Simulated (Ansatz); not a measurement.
FeO:

```xyz
2
Lattice="2.9029 0.0000 0.0000 -1.4515 2.5140 0.0000 0.0000 0.0000 2.8331" Properties=species:S:1:pos:R:3 pbc="T T T"
Fe    0.0000    0.0000    0.0000
O     1.4515    0.8380    1.4165
```

The cell comes from a database or a generator and needn't be the stable form of this composition.

| Quantity | Value |
| --- | --- |
| Program | Ansatz 0.2.0 |
| Task | single point |
| Functional | PBE |
| Potentials or basis | Ansatz PAW |
| Cutoff | 420 eV (not typed: the program's choice for these potentials) |
| k mesh | 10 × 10 × 9 |
| Occupations | fermi-dirac, width 0.05 eV |
| Spin | collinear spin, ferromagnetic start |
| Starting moments | [3.0, 0.0] μB |

On this cell: pressure -10.4 GPa; largest force under 0.003 eV/Å; net moment 4.00 μB per cell; site moments Fe +3.47; O +0.37 μB; band gap on the k mesh none (metal or under the smearing width).

The same run follows on a disturbed copy (atoms moved at random, drawn with an rms of 0.05 Å):

```
CELL_PARAMETERS angstrom
2.90291 0.00000 0.00000
-1.45145 2.51399 0.00000
0.00000 0.00000 2.83309
ATOMIC_POSITIONS crystal
Fe 0.01159 0.00450 0.98133
O 0.64577 0.32796 0.50744
```

**Question.** What changes?

**Answer.** The energy (extrapolated to zero smearing) moves by +11.3 meV/atom; pressure -9.3 GPa; largest force 0.423 eV/Å; net moment 4.00 μB per cell; site moments Fe +3.41; O +0.37 μB; band gap on the k mesh none (metal or under the smearing width).

Forces in eV/Å, atoms in the order of the input:
```
Fe  -0.313 -0.111  0.261
O    0.313  0.111 -0.261
```

Stress tensor (GPa, compression positive):
```
 -7.62   0.32  -1.04
  0.32  -8.05  -0.40
 -1.04  -0.40 -12.20
```

Caveats: a cell with one magnetic atom can't hold antiferromagnetic order, which such compounds often take; semilocal functionals often make such compounds metallic where correlation or magnetic order opens a gap, which also shifts bond lengths.
